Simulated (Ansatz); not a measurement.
# Thickness series of a Cu/C/Cu junction, part 2 of 6

How fast does the current through Cu/C/Cu fall with each added layer? Both electrodes are Cu fcc(111); the barrier is C diamond(111) (whole bilayers). In the first transport cell, after relaxation, the nearest pair of electrode and barrier is Cu–C at 2.05 Å, along the normal, at the lower face and Cu–C at 2.05 Å, along the normal, at the upper one. All share a net of side 2.524 Å, which strains the lower electrode by -1.7 % and the barrier by +0.0 %, against typed lattice constants near PBE's. The first steps treat the bulk electrodes alone.

Ansatz 0.2.0; PBE DFT, plane waves, PAW files (the session's first sound run).

So far. Step 2 (The strained electrode): Little changed from the start: no atom moved by 0.005 Å and no cell edge by 0.1 %.

### Step 3. Relaxation

System of this step: Cu/C/Cu. The cell holds 16 atoms: 8 Cu and 8 C. Cell: a = 2.524 Å, b = 2.524 Å, c = 39.681 Å, α = 90.0°, β = 90.0°, γ = 120.0°. Vacuum lies along c.

The starting distances are typed guesses, too rough for a quantity that is exponential in distance. A short slab in vacuum serves: only the barrier and the layers next to it are taken over, and later cells can add or drop layers in the barrier's middle. The dipole correction removes the field that unlike faces would set up across the vacuum.

File input.yaml:

```yaml
crystal:
  lattice:
    - [2.524, 0.0, 0.0]
    - [-1.262, 2.1858481192, 0.0]
    - [0.0, 0.0, 39.6808501416]
  atoms:
    - { symbol: Cu, position: [0.0, 0.0, 0.2016085838] }
    - { symbol: Cu, position: [0.33333333, 0.66666667, 0.255040966] }
    - { symbol: Cu, position: [0.66666667, 0.33333333, 0.3084733482] }
    - { symbol: Cu, position: [0.0, 0.0, 0.3619057305] }
    - { symbol: C, position: [0.0, 0.0, 0.4155840159] }
    - { symbol: C, position: [0.33333333, 0.66666667, 0.4285710904] }
    - { symbol: C, position: [0.33333333, 0.66666667, 0.4675323138] }
    - { symbol: C, position: [0.66666667, 0.33333333, 0.4805193883] }
    - { symbol: C, position: [0.66666667, 0.33333333, 0.5194806117] }
    - { symbol: C, position: [0.0, 0.0, 0.5324676862] }
    - { symbol: C, position: [0.0, 0.0, 0.5714289096] }
    - { symbol: C, position: [0.33333333, 0.66666667, 0.5844159841] }
    - { symbol: Cu, position: [0.33333333, 0.66666667, 0.6380942695] }
    - { symbol: Cu, position: [0.66666667, 0.33333333, 0.6915266518] }
    - { symbol: Cu, position: [0.0, 0.0, 0.744959034] }
    - { symbol: Cu, position: [0.33333333, 0.66666667, 0.7983914162] }
kpoints:
  mp_grid: { grid: [12, 12, 1] }
scf:
  occupations: { method: fermi_dirac, width: 0.1 }
  max_iter: 150
hamiltonian:
  xc: pbe
efield:
  axis: 3
  dipole_correction: true
relax:
  f_tol: 0.04
  max_steps: 60
output:
  forces: true
```

On the command line:

```
$ ansatz run input.yaml --threads 4 --pin off --max-ram 12288MiB --backend cpu --events-out ev --progress --plain --runs-dir out
```

Numbers of over 12 decimals in the logs are rounded to 6 here.

The program printed:

```text
[...]
Crystal: 16 atoms, lattice volume = 218.922 Å³
Basis set: ecut = 420 eV, 4315 PW (Γ), exchange–correlation on 36×36×540 points (8 copies of the dense FFT grid, shifted against one another)
Bands: 111, of which v1, the nominal top of the filled ones, is band 92 counted from 1 (91 counted from 0)
Symmetry: 6 space group operations
k-points: 19 of 144 (time reversal used)
[...]
SCF iter   1: F=—  HF=-55004.863637 eV  |F-HF|=—  |Δ(HF+E_count)|=         —  Δρ=2.05e-2  dr2=2.92e1  ethr=1.77e-3  p=0.000 e·Å  D=4.53e-13 V/Å  ΔV_dip=-0.00 eV  dr2_dipole=4.19e-7  V_vac-E_F(+/−)=5.19/5.19 eV  ⟨swp⟩=6.5  Hψ=8112  notcnv=0  defer=97
efield: sawtooth ramp at fractional position 0.9500 (placed from the atoms, in the widest stretch of the axis that holds none; the zero of the levels goes with the place), width 0.1000; the density the first Hamiltonian is built on has a dipole p = 0.000 e·Å; the dipole correction subtracts the counter field D = 4.53e-13 V/Å, which shifts the + side's vacuum level by -0.00 eV against the − side's; the planar-averaged density in the ramp window peaks in size at 9.2e-5 e/Å³
[...]
SCF iter   2: F=—  HF=-55005.269555 eV  |F-HF|=—  |Δ(HF+E_count)|=   4.06e-1  Δρ=3.06e-2  dr2=8.52e1  ethr=1.77e-3  p=0.000 e·Å  D=1.27e-5 V/Å  ΔV_dip=-0.00 eV  dr2_dipole=1.24e-5  V_vac-E_F(+/−)=4.19/4.19 eV  ⟨swp⟩=2.5  Hψ=2634  notcnv=0  defer=192  recentre
[...]
SCF iter  10: F=-55004.240121 eV  HF=-55004.240129 eV  |F-HF|=7.65e-6  |Δ(HF+E_count)|=   9.16e-6  Δρ=5.05e-5  dr2=1.41e-5  ethr=2.17e-8  p=0.000 e·Å  D=8.74e-8 V/Å  ΔV_dip=-0.00 eV  dr2_dipole=4.77e-10  V_vac-E_F(+/−)=4.90/4.90 eV  ⟨swp⟩=3.8  Hψ=8311  notcnv=0
SCF 1 converged in 10 iterations: F = -55004.240121 eV  dr2 = 1.41e-5
[...]
relax step   1: F+E_penalty+E_count = -55004.24012109 eV  Δ(F+E_penalty+E_count) = +0.000e0 eV  max|allowed force component| = 2.164e0 eV/Å  Δτ_max = 0.0000 Å  (10 SCF iters, dr2 threshold 4.00e-5 eV, accepted)
[...]
SCF iter   1: F=—  HF=-55004.559183 eV  |F-HF|=—  |Δ(HF+E_count)|=         —  Δρ=1.60e-2  dr2=5.43e-1  ethr=2.87e-4  p=0.000 e·Å  D=8.74e-8 V/Å  ΔV_dip=-0.00 eV  dr2_dipole=2.00e-9  V_vac-E_F(+/−)=4.82/4.82 eV  ⟨swp⟩=1.7  Hψ=7897  notcnv=0  defer=141
efield: sawtooth ramp at fractional position 0.9500 (handed on by an earlier solve), width 0.1000; the density the first Hamiltonian is built on has a dipole p = 0.000 e·Å; the dipole correction subtracts the counter field D = 8.74e-8 V/Å, which shifts the + side's vacuum level by -0.00 eV against the − side's; the planar-averaged density in the ramp window peaks in size at 3.5e-5 e/Å³
[...]
SCF iter   2: F=—  HF=-55004.535684 eV  |F-HF|=—  |Δ(HF+E_count)|=   2.35e-2  Δρ=1.83e-2  dr2=7.64e-1  ethr=2.87e-4  p=0.000 e·Å  D=2.57e-7 V/Å  ΔV_dip=-0.00 eV  dr2_dipole=8.00e-10  V_vac-E_F(+/−)=5.12/5.12 eV  ⟨swp⟩=2.9  Hψ=4059  notcnv=0  defer=141
[...]
SCF iter   9: F=-55004.416060 eV  HF=-55004.416088 eV  |F-HF|=2.80e-5  |Δ(HF+E_count)|=   2.06e-6  Δρ=9.86e-5  dr2=3.38e-5  ethr=2.86e-8  p=0.000 e·Å  D=8.60e-8 V/Å  ΔV_dip=-0.00 eV  dr2_dipole=4.69e-12  V_vac-E_F(+/−)=4.90/4.90 eV  ⟨swp⟩=4.1  Hψ=6576  notcnv=0
SCF 2 converged in 9 iterations: F = -55004.416060 eV  dr2 = 3.38e-5
relax step   2: F+E_penalty+E_count = -55004.41605993 eV  Δ(F+E_penalty+E_count) = -1.759e-1 eV  max|allowed force component| = 7.916e-1 eV/Å  Δτ_max = 0.1034 Å  (9 SCF iters, dr2 threshold 1.00e-4 eV, accepted)
SCF iter   1: F=—  HF=-55004.466419 eV  |F-HF|=—  |Δ(HF+E_count)|=         —  Δρ=5.33e-3  dr2=9.12e-2  ethr=3.01e-4  p=0.000 e·Å  D=8.60e-8 V/Å  ΔV_dip=-0.00 eV  dr2_dipole=4.29e-11  V_vac-E_F(+/−)=4.88/4.88 eV  ⟨swp⟩=4.5  Hψ=4625  notcnv=0  defer=162
[...]
SCF iter   8: F=-55004.448886 eV  HF=-55004.448898 eV  |F-HF|=1.17e-5  |Δ(HF+E_count)|=   8.67e-7  Δρ=7.37e-5  dr2=1.53e-5  ethr=2.13e-8  p=0.000 e·Å  D=4.11e-9 V/Å  ΔV_dip=-0.00 eV  dr2_dipole=2.95e-12  V_vac-E_F(+/−)=4.90/4.90 eV  ⟨swp⟩=5.0  Hψ=7091  notcnv=0
SCF 3 converged in 8 iterations: F = -55004.448886 eV  dr2 = 1.53e-5
[...]
relax step   3: F+E_penalty+E_count = -55004.44888627 eV  Δ(F+E_penalty+E_count) = -3.283e-2 eV  max|allowed force component| = 2.864e-1 eV/Å  Δτ_max = 0.0378 Å  (8 SCF iters, dr2 threshold 3.92e-5 eV, accepted)
[...]
relax step   4: F+E_penalty+E_count = -55004.45293635 eV  Δ(F+E_penalty+E_count) = -4.050e-3 eV  max|allowed force component| = 7.228e-2 eV/Å  Δτ_max = 0.0107 Å  (7 SCF iters, dr2 threshold 1.07e-5 eV, accepted)
SCF iter   1: F=—  HF=-55004.453728 eV  |F-HF|=—  |Δ(HF+E_count)|=         —  Δρ=6.45e-4  dr2=3.04e-3  ethr=6.34e-6  p=-0.000 e·Å  D=-6.63e-9 V/Å  ΔV_dip=0.00 eV  dr2_dipole=2.47e-12  V_vac-E_F(+/−)=4.90/4.90 eV  ⟨swp⟩=2.1  Hψ=3810  notcnv=0  defer=170
[...]
SCF iter   9: F=-55004.453361 eV  HF=-55004.453361 eV  |F-HF|=7.16e-9  |Δ(HF+E_count)|=   1.28e-7  Δρ=4.41e-6  dr2=6.50e-8  ethr=5.43e-11  p=-0.000 e·Å  D=-1.07e-9 V/Å  ΔV_dip=0.00 eV  dr2_dipole=9.44e-13  V_vac-E_F(+/−)=4.90/4.90 eV  ⟨swp⟩=3.3  Hψ=8138  notcnv=0
SCF 5 converged in 9 iterations: F = -55004.453361 eV  dr2 = 6.50e-8
relax step   5: F+E_penalty+E_count = -55004.45336134 eV  Δ(F+E_penalty+E_count) = -4.250e-4 eV  max|allowed force component| = 8.948e-3 eV/Å  Δτ_max = 0.0049 Å  (9 SCF iters, accepted)
SCF converged after 9 iterations
Free energy (F): -55004.453361 eV
[...]
Internal energy: -55004.283559 eV  (E = F + TS)
E sigma→0 (E₀):  -55004.368460 eV
Entropy (-TS):   -0.169803 eV (-10.613 meV/atom)
Fermi energy:    8.200750 eV
Dipole field:    D = -0.000001 V/Å  (p = -0.000002 e·Å, saw-weighted, corrected)
Work function:   Φ+ = 4.9023 eV   Φ− = 4.9022 eV
Levels:          The Fermi level and band energies are counted from a zero that moves with the ramp; work functions are not
[...]
--- Forces (eV/Å), atoms counted from 1 ---
  atom   1  Cu    -0.00000000     0.00000000    -0.00211738
  atom   2  Cu     0.00000000    -0.00000000     0.00052050
  atom   3  Cu     0.00000000     0.00000000     0.00346955
  atom   4  Cu     0.00000000    -0.00000000    -0.00127036
  atom   5  C      0.00000000    -0.00000000    -0.00101559
  atom   6  C      0.00000000     0.00000000    -0.00225633
  atom   7  C     -0.00000000    -0.00000000    -0.00894785
  atom   8  C      0.00000000     0.00000000     0.00607144
  atom   9  C      0.00000000    -0.00000000    -0.00607122
  atom  10  C      0.00000000     0.00000000     0.00894750
  atom  11  C      0.00000000    -0.00000000     0.00225722
  atom  12  C      0.00000000     0.00000000     0.00101502
  atom  13  Cu     0.00000000     0.00000000     0.00127016
  atom  14  Cu     0.00000000    -0.00000000    -0.00346940
  atom  15  Cu     0.00000000     0.00000000    -0.00052046
  atom  16  Cu     0.00000000     0.00000000     0.00211734
  max |Σ_I F_I| component: 1.51e-7 eV/Å
--- Relaxed structure (5 steps of the walk, 5 accepted, 0 SCFs on fresh bases) ---
  F+E_penalty+E_count = -55004.45336134 eV   max|allowed force component| = 8.948e-3 eV/Å
  atoms:
    - { symbol: Cu, position: [-1.8503717059853013e-17, -2.9490299091605714e-17, 0.205181] }
    - { symbol: Cu, position: [0.333333, 0.666667, 0.258085] }
    - { symbol: Cu, position: [0.666667, 0.333333, 0.311177] }
[...]
- { symbol: C, position: [-1.8503717059853013e-17, -2.9490299091605714e-17, 0.416201] }
    - { symbol: C, position: [0.333333, 0.666667, 0.427389] }
    - { symbol: C, position: [0.333333, 0.666667, 0.467713] }
    - { symbol: C, position: [0.666667, 0.333333, 0.480236] }
    - { symbol: C, position: [0.666667, 0.333333, 0.519764] }
[...]
- { symbol: C, position: [0.333333, 0.666667, 0.583799] }
    - { symbol: Cu, position: [0.333333, 0.666667, 0.635471] }
    - { symbol: Cu, position: [0.666667, 0.333333, 0.688823] }
[...]
- { symbol: Cu, position: [0.333333, 0.666667, 0.794819] }
```

Elapsed: 32 s, on 4 threads of Intel Xeon Platinum 8488C (Sapphire Rapids), shared host; peak memory 1 GiB; 2.1 min of CPU time.

The steps of the relaxation:

| step | energy less that of the first step (eV) | largest force component (eV/Å) |
| --- | --- | --- |
| 1 | 0.0000 | 2.1636 |
| 2 | -0.1759 | 0.7916 |
| 3 | -0.2088 | 0.2864 |
| 4 | -0.2128 | 0.0723 |
| 5 | -0.2132 | 0.0089 |

Forces are held to the 6 operations that the run works with; a distortion that breaks them can't arise in this run.

The atoms that moved most (Å):

| atom | dx | dy | dz | length |
| --- | --- | --- | --- | --- |
| Cu1 | 0.000 | 0.000 | 0.142 | 0.142 |
| Cu16 | 0.000 | 0.000 | -0.142 | 0.142 |
| Cu2 | 0.000 | 0.000 | 0.121 | 0.121 |
| Cu15 | 0.000 | 0.000 | -0.121 | 0.121 |
| Cu14 | 0.000 | 0.000 | -0.107 | 0.107 |
| Cu3 | 0.000 | 0.000 | 0.107 | 0.107 |
| Cu4 | 0.000 | 0.000 | 0.104 | 0.104 |
| Cu13 | 0.000 | 0.000 | -0.104 | 0.104 |

Numbers from this step:

- free energy: -55004.4534 eV
- Fermi energy: 8.201 eV
- work function, upper face: 4.902 eV
- work function, lower face: 4.902 eV
- dipole moment: -1.51e-6 e·Å
- dipole field: -1.25e-6 V/Å

The largest force component on a free atom ends at 0.0089 eV/Å. The work functions of the outer faces are 4.90 and 4.90 eV.

[end of part 2 of 6]

[Logs are printed without paths, hosts, clocks, repeated set-up lines and the standing remarks that a program may print on its own settings, such as how far it seeks lower states.]

[Hosts, paths, dates, database ids (printed as entryN), source tags and the programs' standing remarks are cut or masked in the printed files.]
